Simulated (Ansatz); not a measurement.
# GaAs: the cost of one run

Method: DFT PBE, scalar-relativistic, plane waves, PAW, in Ansatz 0.2.0.

**1. The structure to begin with**

The structure is trigonal, space group P3m1 (No. 156). Conventional cell: a = 4.104 Å, b = 4.104 Å, c = 15.000 Å, α = 90.00°, β = 90.00°, γ = 120.00°. Ga (site symmetry 3m) is surrounded by 3 As at 2.45 Å. Around As (site symmetry 3m) lie 3 Ga at 2.45 Å.

As a file:

```xyz
2
Lattice="4.1044 0.0000 0.0000 -2.0522 3.5545 0.0000 0.0000 0.0000 15.0000" Properties=species:S:1:pos:R:3 pbc="T T F"
Ga    0.0000    2.3697    7.1843
As    2.0522    1.1848    7.8157
```

A structure generator made this guess: species swapped into a sheet modelled on a layer of GaP, with As on the P sites. Lengths come from tabulated atomic sizes and are only a guess.

It is a sheet, periodic along a and b, with vacuum along c; volumes and pressures of the box carry no meaning, and space groups named for it are those of the box.

**2. Probe: one point on a coarse mesh**

input.yaml reads:

```yaml
crystal:
  lattice:
    - [4.10436681, 0.0, 0.0]
    - [-2.05218341, 3.55448593, 0.0]
    - [0.0, 0.0, 15.0]
  atoms:
    - { symbol: Ga, position: [0.33333333, 0.66666667, 0.47895197] }
    - { symbol: As, position: [0.66666667, 0.33333333, 0.52104803] }
  periodic: [true, true, false]
basis:
  ecutwfc: 420
kpoints:
  mp_grid: { grid: [6, 6, 1] }
hamiltonian:
  xc: pbe
scf:
  occupations: { method: gaussian, width: 0.1 }
  lower_state_search: "off"
output:
  forces: true
  stress: true
  eigenvalues: true
```

Command:

```bash
$ ansatz run input.yaml --threads 1 --pin off --max-ram 2560MiB --backend cpu --events-out ev --progress --plain --runs-dir out
```

What time and memory should one allow on 1 thread of Arm Neoverse N1, shared host?

About 12 s, with a peak of 0.45 GiB.
